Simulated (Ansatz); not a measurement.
**Equilibrium of CHF3 + GaH2(SH) ⇌ CHF3S + GaH3 at process temperatures**

Species: CHF3 (trifluoromethane) `FC(F)F`, singlet; GaH2(SH), singlet; CHF3S (trifluoromethanethiol) `FC(F)(F)S`, singlet; GaH3 `[GaH3]`, singlet. The partners trade H for SH: C–H and Ga–SH bonds give way to C–SH and Ga–H.

The electronic reaction energy at CCSD(T)/def2-TZVPP is +174.3 kJ/mol. Shapes: PBE0-D4/def2-TZVP. Programs: Ansatz 0.2.0. Enthalpy and entropy come from rigid-rotor, harmonic-oscillator sums on unscaled PBE0-D4/def2-TZVP wavenumbers, ideal gases at 1 bar. Symmetry numbers: CHF3 3, GaH2(SH) 1, CHF3S 1, GaH3 6. R = 8.3145 J/(mol K).

| T (K) | ΔH (kJ/mol) | ΔS (J/(mol K)) |
| --- | --- | --- |
| 400 | +160.8 | -11.2 |
| 600 | +162.2 | -8.2 |
| 800 | ? | ? |

Q: Work out ln K at 400 and 600 K, and from these estimate it at 800 K.

A: 
1. 400 K: ΔG = +160.8 − 400 × (-11.2)/1000 = +165.3 kJ/mol; ln K = −ΔG/RT = -49.70.
2. 600 K: ΔG = +162.2 − 600 × (-8.2)/1000 = +167.1 kJ/mol; ln K = −ΔG/RT = -33.50.
3. Slope against 1000/T: (-33.50 − (-49.70))/(1.6667 − 2.5000) = -19.44, that is −ΔH/R with ΔH near +162 kJ/mol.
4. 800 K: ln K = -49.70 + (-19.44) × (1.2500 − 2.5000) = -25.40.

The full sums give ΔH = +163.6 kJ/mol, ΔS = -6.3 J/(mol K), ΔG = +168.6 kJ/mol and ln K = -25.35 at 800 K, so the line is off by -0.05 in ln K; without rounding the miss is -0.07, from the change of ΔH with temperature. The reactants are favoured over this whole range. An error of 10 kJ/mol in the energy moves ln K by 1.5 at 800 K. Soft modes are treated as harmonic, which can err either way at these temperatures; the lowest are those of CHF3S (195 cm⁻¹). GaH3 would pair up to its dimer, which this equilibrium leaves out. Relativity is left out for Ga. Outer-core shells of Ga are correlated, in sets that cover them unevenly.

The exchange is uphill because of its enthalpy: ln K rises from -49.70 at 400 K to -33.50 at 600 K, yet ΔG also grows slightly. Heating therefore weakens the enthalpic penalty relative to RT without providing an entropic drive towards the products. With two molecules on each side, no translational freedom is gained, and the high symmetry of planar GaH3 contributes to the small negative ΔS.

The cost probably reflects the loss of a strong C–H bond and a polar Ga–S bond, the latter possibly helped by sulfur lone-pair donation into the empty gallium p orbital. The C–S and Ga–H bonds formed do not compensate. ΔH lies below the electronic reaction energy largely because stiff C–H motions give way to softer Ga–H ones, lowering the zero-point energy. These values support a strong preference for the reactants in this isolated exchange, but not a prediction of the final gas composition, since CHF3S can also lose HF.
